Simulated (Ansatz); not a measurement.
# In2GaP3: the cost of one run

Computed with Ansatz 0.2.0 (DFT PBE, scalar-relativistic, plane waves, PAW, unless a step's input says otherwise).

**1. The structure to begin with**

The structure is trigonal, space group P-3m1 (No. 164). Conventional cell: a = 3.939 Å, b = 3.939 Å, c = 9.649 Å, α = 90.00°, β = 90.00°, γ = 120.00°. Around In (site symmetry 3m) lie 6 P at 2.79 Å. Ga (site symmetry -3m) has 6 P at 2.79 Å as nearest neighbours. P (site symmetry 3m) is surrounded by 3 In at 2.79 Å and 3 Ga at 2.79 Å. P (site symmetry -3m) has 6 In at 2.79 Å as nearest neighbours.

As a file:

```
In Ga P
1.0
     3.93917    0.00000    0.00000
    -1.96959    3.41142    0.00000
     0.00000    0.00000    9.64896
In Ga P
2 1 3
Cartesian
  1.9696 1.1371 8.0408
  0.0000 2.2743 1.6082
  0.0000 0.0000 4.8245
  0.0000 2.2743 6.4326
  1.9696 1.1371 3.2163
  0.0000 0.0000 0.0000
```

The start is an ordering of an alloy on its end members' structure types: elements ordered on the sites of the InP type, Ga/In on In (P-3m1, No. 164).

**2. The guess as it stands, on a coarse mesh**

input.yaml reads:

```yaml
crystal:
  lattice:
    - [3.93917225, 0.0, 0.0]
    - [-1.96958612, 3.41142324, 0.0]
    - [0.0, 0.0, 9.64896202]
  atoms:
    - { symbol: In, position: [0.66666667, 0.33333333, 0.83333333] }
    - { symbol: In, position: [0.33333333, 0.66666667, 0.16666667] }
    - { symbol: Ga, position: [0.0, 0.0, 0.5] }
    - { symbol: P, position: [0.33333333, 0.66666667, 0.66666667] }
    - { symbol: P, position: [0.66666667, 0.33333333, 0.33333333] }
    - { symbol: P, position: [0.0, 0.0, 0.0] }
basis:
  ecutwfc: 420
kpoints:
  mp_grid: { grid: [6, 6, 2] }
hamiltonian:
  xc: pbe
scf:
  occupations: { method: gaussian, width: 0.1 }
  lower_state_search: "off"
output:
  forces: true
  stress: true
  eigenvalues: true
```

The run is started by

```bash
ansatz run input.yaml --threads 1 --pin off --max-ram 2560MiB --backend cpu --events-out ev --progress --plain --runs-dir out
```

Q: Estimate wall time and peak memory on 1 thread of Intel Xeon at 2.50GHz (Skylake/Cascade Lake), shared host.

About 8.6 s, with a peak of 0.42 GiB.
